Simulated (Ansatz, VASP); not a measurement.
Al: VASP beside Ansatz

Contents of INCAR:

```
  ALGO = Fast
  EDIFF = 1E-6
  ENCUT = 520
  GGA = CA
  ISIF = 2
  ISMEAR = 1
  LASPH = True
  LCHARG = False
  LREAL = False
  LWAVE = False
  NBANDS = 8
  NELM = 60
  PREC = Accurate
  SIGMA = 0.2
```

Contents of KPOINTS:

```
k-points
0
Gamma
  24 24 24
```

POSCAR

```
Al
1.0
   -1.7637872346      1.5958074980      1.5958074980
    1.5958074980     -1.7637872346      1.5958074980
    1.5958074980      1.5958074980     -1.7637872346
Al
1
Direct
    0.0000000000      0.0000000000      0.0000000000
```

Input for Ansatz:

```yaml
crystal:
  lattice:
    - [-1.7637872346, 1.595807498, 1.595807498]
    - [1.595807498, -1.7637872346, 1.595807498]
    - [1.595807498, 1.595807498, -1.7637872346]
  atoms:
    - { symbol: Al, position: [0.0, 0.0, 0.0] }
basis:
  ecutwfc: 420
kpoints:
  mp_grid: { grid: [24, 24, 24] }
hamiltonian:
  xc: lda
scf:
  occupations: { method: methfessel_paxton, width: 0.2 }
output:
  forces: true
  stress: true
  eigenvalues: true
```

Alike in both runs: task single point; functional LDA; k mesh 24 × 24 × 24; occupations methfessel-paxton of order 1, width 0.2 eV; no spin polarisation.

```csv
,VASP,Ansatz
version,VASP 6.6.1,Ansatz 0.2.0
potentials or method,"VASP PAW LDA potentials, release 64 (Al)","scalar-relativistic, plane waves, PAW"
plane-wave cutoff (eV),520,420
valence electrons in the cell,3,3
```

```csv
,VASP,Ansatz,Ansatz less VASP
gap on the k mesh at the Fermi level (eV),none,none,-
pressure (GPa),4.2,4.1,-0.10
largest component of the traceless stress (GPa),7.63,7.58,-0.056
```

A gap of «none» marks a metal or a gap that the smearing closes.
